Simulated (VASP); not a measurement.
Input of a VASP 6.6.1 run:

Contents of INCAR:

```
ALGO = Normal
EDIFF = 1E-7
ENCUT = 520
ISIF = 2
ISMEAR = 0
LASPH = True
LCHARG = True
LELF = True
LREAL = False
LVHAR = True
LWAVE = False
NBANDS = 17
NELM = 80
PREC = Accurate
SIGMA = 0.01
```

Contents of KPOINTS:

```
k-points
0
Gamma
  8 8 8
```

POSCAR

```
TePb
1.0
    0.0000000000      3.2678555438      3.2678555438
    3.2678555438      0.0000000000      3.2678555438
    3.2678555438      3.2678555438      0.0000000000
Te Pb
1 1
Direct
    0.5000000000      0.5000000000      0.5000000000
    0.0000000000      0.0000000000      0.0000000000
```

Potentials or basis: VASP PAW LDA potentials, release 64 (Te, Pb_d).

Launch:

```bash
$ cat potpaw_LDA.64/Te/POTCAR potpaw_LDA.64/Pb_d/POTCAR > POTCAR
$ mpirun -np 1 vasp_std > vasp.out
```

Question: Predict the band gap on the k mesh.

Answer: 0.70 eV, direct.

Question: Predict the pressure.

Answer: -2.9 GPa.

Caveat: spin-orbit coupling is left out, which moves the levels of the heavy elements.

**What was measured.**

From a printed reference work, monograph, for a bulk crystal of TePb at 4.2 K: band gap 0.19 eV (direct).

Measured gap of TePb: 0.19 eV (direct; 4.2 K; a printed reference work, monograph). This calculation gives 0.70 eV (+0.51 eV). Spin-orbit coupling on Pb, Te is left out. The value is that of LDA on a finite k mesh, which can miss the band edges, without temperature or zero-point motion.
